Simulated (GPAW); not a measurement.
A run of GPAW 26.7.0 is set up as follows.

The input run.py:

```python
from ase.calculators.mixing import SumCalculator
from ase.dft.bandgap import bandgap
from ase.io import read, write
from ase.units import GPa
from dftd3.ase import DFTD3
from gpaw import GPAW, PW

atoms = read('V.xyz')
atoms.set_initial_magnetic_moments([2.0])

calc = GPAW(mode=PW(600),
            xc='MGGA_X_SCAN+MGGA_C_SCAN',
            kpts={'size': (12, 12, 12), 'gamma': True},
            occupations={'name': 'fermi-dirac', 'width': 0.05},
            setups={'V': '5:d,6.2'},
            nbands=-38,
            convergence={'density': 1e-05, 'energy': 1e-05},
            maxiter=50,
            txt='gpaw.txt')
atoms.calc = SumCalculator([calc, DFTD3(method='scan', damping='d3bj')])
energy = atoms.get_potential_energy()
forces = atoms.get_forces()
stress = atoms.get_stress()
calc.write('gs.gpw')
write('result.traj', atoms)
print(f'Energy: {energy:.6f} eV')
print('Forces (eV/A):')
print(forces.round(4))
print('Stress (GPa):', (stress / GPa).round(3))
print('Moments:', calc.get_magnetic_moments().round(3))
print('Fermi level:', round(calc.get_fermi_level(), 4), 'eV')
print(f'Gap: {bandgap(calc)[0]:.4f} eV, direct: {bandgap(calc, direct=True)[0]:.4f} eV')

path = atoms.cell.bandpath('GHNGPH,PN', npoints=80, eps=1e-4)
bs_calc = calc.fixed_density(kpts=path, symmetry='off', nbands=-45,
                             convergence={'bands': 'CBM+6.0', 'eigenstates': 1e-6}, txt='bands.txt')
bs = bs_calc.band_structure()
bs.write('bs.json')
print(f'Gap on the path: {bandgap(bs_calc)[0]:.4f} eV')
```

V.xyz

```xyz
1
Lattice="-1.5143500000 1.5143500000 1.5143500000 1.5143500000 -1.5143500000 1.5143500000 1.5143500000 1.5143500000 -1.5143500000" Properties=species:S:1:pos:R:3 pbc="T T T"
V      0.0000000000      0.0000000000      0.0000000000
```

Potentials or basis: GPAW PAW data sets (gpaw-data 1.2.1), other valence, pw.

Run with:

```bash
$ OMP_NUM_THREADS=1 python run.py
```

Q: Predict the band gap along the path.

A: None (metal or under the smearing width).

Q: What does it give for the site moments?

A: V +2.23 μB.

Levels at the corners of the path, in eV from the Fermi level:
Spin up:
| point | band 1 | band 2 | band 3 | band 4 | band 5 | band 6 |
| --- | --- | --- | --- | --- | --- | --- |
| Γ | -9.13 | -4.69 | -4.69 | -4.69 | 5.25 | 5.25 |
| H | -2.25 | -2.25 | -1.53 | -1.53 | -1.53 | 8.17 |
| N | -6.55 | -6.01 | -1.17 | -0.52 | 2.66 | 5.72 |
| Γ | -9.13 | -4.69 | -4.69 | -4.69 | 5.25 | 5.25 |
| P | -5.49 | -5.49 | -5.49 | 5.83 | 5.83 | 7.52 |
| H | -2.25 | -2.25 | -1.53 | -1.53 | -1.53 | 8.17 |
| P | -5.49 | -5.49 | -5.49 | 5.83 | 5.83 | 7.52 |
| N | -6.55 | -6.01 | -1.17 | -0.52 | 2.66 | 5.72 |
Spin down:
```
point  band 1  band 2  band 3  band 4
    Γ   -8.07    5.63    5.63    5.63
    H   -2.08   -2.08    9.67    9.67
    N   -1.98    0.28    3.15    6.62
    Γ   -8.07    5.63    5.63    5.63
    P    0.79    0.79    0.79    6.77
    H   -2.08   -2.08    9.67    9.67
    P    0.79    0.79    0.79    6.77
    N   -1.98    0.28    3.15    6.62
```

Caveat: a pressure of tens of GPa on the cell as given is suspect, and the run, the potentials or the cell itself is likely at fault; the PAW data sets were made with another functional, which shifts forces and pressure a little; pairwise dispersion overbinds metals, which lowers pressure and volume; the U is typed as a test and isn't derived for this compound. The state reached can hang on the start; a lower one may exist.
